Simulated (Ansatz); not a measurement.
Runs of Ansatz 0.2.0 on CoO. The structure is trigonal, space group R-3m (No. 166). The conventional cell has a = 3.011 Å, b = 3.011 Å, c = 7.320 Å, α = 90.00°, β = 90.00°, γ = 120.00°. Co (site symmetry -3m) is surrounded by 6 O at 2.12 Å. O (site symmetry -3m) is surrounded by 6 Co at 2.12 Å. The cell is a database's computed one.

```csv
task,level,cell,points for each segment of the path,gap on the mesh (eV),pressure (GPa),moment (μB),relaxed volume (Å³/atom)
single point,PBEsol0,as given,-,none,(a),3.00,-
band structure,HSE03,as given,4,none,-3.5,3.00,-
relaxation of cell and atoms,HSE03,relaxed,-,none,0.0,3.00,9.39
band structure,HSEsol,as given,4,none,(b),3.00,-
relaxation of cell and atoms,PBEsol0,relaxed,-,-,0.0,3.00,9.05
```

Alike in all rows: potentials or basis Ansatz PAW; spin collinear, ferromagnetic start; k mesh 6 × 6 × 6; cutoff (eV) 420; smearing fermi-dirac 0.05 eV; the mesh is coarse, so values aren't converged.

Question: Estimate the missing entries.

Answer: (a) -10.6; (b) -10.4.

Caveats: all runs use coarse meshes; the magnetic or orbital state may not be the lowest; a cell with one magnetic atom can't hold antiferromagnetic order, which such compounds often take; the PAW data sets come from PBE, with cores solved anew for the run's functional, which leaves a small shift of forces and pressure; the thresholds are loose for stress (some runs); the plane-wave basis is chosen anew once the cell has moved, so the energies of steps on either side of that aren't comparable (some runs).

A gap of «none» marks a metal or a gap under the smearing width.
